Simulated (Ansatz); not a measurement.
Here are 2 structures of CO2, each relaxed with r2SCAN+rVV10 (Ansatz). (Simulation; spin polarisation is off.)

database Pa-3 (12 atoms):
```
CELL_PARAMETERS angstrom
5.44227 0.00000 0.00000
0.00000 5.44227 0.00000
0.00000 0.00000 5.44227
ATOMIC_POSITIONS crystal
C 0.00000 0.00000 0.00000
C 0.50000 0.00000 0.50000
C 0.50000 0.50000 0.00000
C 0.00000 0.50000 0.50000
O 0.12309 0.12309 0.12309
O 0.37691 0.87691 0.62309
O 0.62309 0.37691 0.87691
O 0.87691 0.62309 0.37691
O 0.87691 0.87691 0.87691
O 0.62309 0.12309 0.37691
O 0.37691 0.62309 0.12309
O 0.12309 0.37691 0.62309
```

database R-3c (24 atoms):
```
CELL_PARAMETERS angstrom
4.83624 2.79221 3.98633
-4.83624 2.79221 3.98633
0.00000 -5.58441 3.98633
ATOMIC_POSITIONS crystal
C 0.00000 0.00000 0.00000
C 0.50000 0.50000 0.50000
C 0.49703 0.75000 0.00297
C 0.75000 0.00297 0.49703
C 0.00297 0.49703 0.75000
C 0.99703 0.50297 0.25000
C 0.50297 0.25000 0.99703
C 0.25000 0.99703 0.50297
O 0.90296 0.90296 0.90296
O 0.40296 0.40296 0.40296
O 0.09704 0.09704 0.09704
O 0.59704 0.59704 0.59704
O 0.59901 0.66087 0.10481
O 0.66087 0.10481 0.59901
O 0.10481 0.59901 0.66087
O 0.09901 0.60481 0.16087
O 0.60481 0.16087 0.09901
O 0.16087 0.09901 0.60481
O 0.40099 0.33913 0.89519
O 0.33913 0.89519 0.40099
O 0.89519 0.40099 0.33913
O 0.90099 0.39519 0.83913
O 0.39519 0.83913 0.90099
O 0.83913 0.90099 0.39519
```

**Question.** Which is lowest in energy with r2SCAN+rVV10, and by how much?

**Answer.** Among these cells the lowest with r2SCAN+rVV10 is database Pa-3 (12 atoms), 10 meV an atom below the next, database R-3c (24 atoms). Other structures, not computed here, could lie lower.

**Question.** What gaps does HSE06 give on these cells?

**Answer.** database Pa-3 (12 atoms): 8.73 d (Γ); database R-3c (24 atoms): 8.50 i (S₀ → Γ) (eV; d direct, i indirect).

**Question.** What gaps does PBE give on these cells?

**Answer.** database Pa-3 (12 atoms): 6.97 d (Γ); database R-3c (24 atoms): 6.76 i (S₀ → Γ) (eV; d direct, i indirect).

The meshes of the hybrids are coarse, so their gaps aren't converged to the digits shown.
